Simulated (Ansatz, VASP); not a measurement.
# Two plane-wave programs on W

The input INCAR:

```
  PREC = Accurate
  ENCUT = 520
  EDIFF = 1E-6
  ISMEAR = 0
  SIGMA = 0.1
  LREAL = False
  LASPH = True
  NELM = 150
  ALGO = Normal
  ISIF = 2
  LWAVE = False
  LCHARG = True
  ISPIN = 2
  MAGMOM = 0
  LORBIT = 11
  LMAXMIX = 4
  GGA = PE
  LELF = True
  LVHAR = True
  NBANDS = 17
```

The input KPOINTS:

```
Automatic mesh
0
Gamma
  18 18 18
```

The input POSCAR:

```
W
1.0
    0.0000000000      2.0185031148      2.0185031148
    2.0185031148      0.0000000000      2.0185031148
    2.0185031148      2.0185031148      0.0000000000
W
1
Direct
    0.0000000000      0.0000000000      0.0000000000
```

Input for Ansatz:

```yaml
crystal:
  lattice:
    - [0.0, 2.0185031148, 2.0185031148]
    - [2.0185031148, 0.0, 2.0185031148]
    - [2.0185031148, 2.0185031148, 0.0]
  atoms:
    - { symbol: W, position: [0.0, 0.0, 0.0] }
basis:
  ecutwfc: 420
kpoints:
  mp_grid: { grid: [18, 18, 18] }
hamiltonian:
  xc: pbe
scf:
  occupations: { method: gaussian, width: 0.1 }
  algorithm: density_mixing
  n_extra_bands: 1
output:
  forces: true
  eigenvalues: true
  stress: true
magnetization:
  spin_polarized: true
```

This isn't the form of W at room conditions, which is bcc.

Alike in both runs: task single point; functional PBE; k mesh 18 × 18 × 18; occupations gaussian, width 0.1 eV; collinear spin.

|  | VASP | Ansatz |
| --- | --- | --- |
| version | VASP 6.6.1 | Ansatz 0.2.0 |
| potentials or method | VASP PAW PBE potentials, release 64 (W_sv) | scalar-relativistic, plane waves, PAW |
| plane-wave cutoff (eV) | 520 | 420 |
| valence electrons in the cell | 14 | 14 |

|  | VASP | Ansatz | Ansatz less VASP |
| --- | --- | --- | --- |
| gap on the k mesh at the Fermi level (eV) | none | none | - |
| pressure (GPa) | 0.5 | 0.0 | -0.51 |
| net moment per atom (μB) | 0.00 | 0.00 | 0.000 |

A gap of «none» marks a metal or a gap that the smearing closes. Ansatz warned: «no_starting_moments».

The runs have no spin-orbit coupling, so splittings on W are missing.
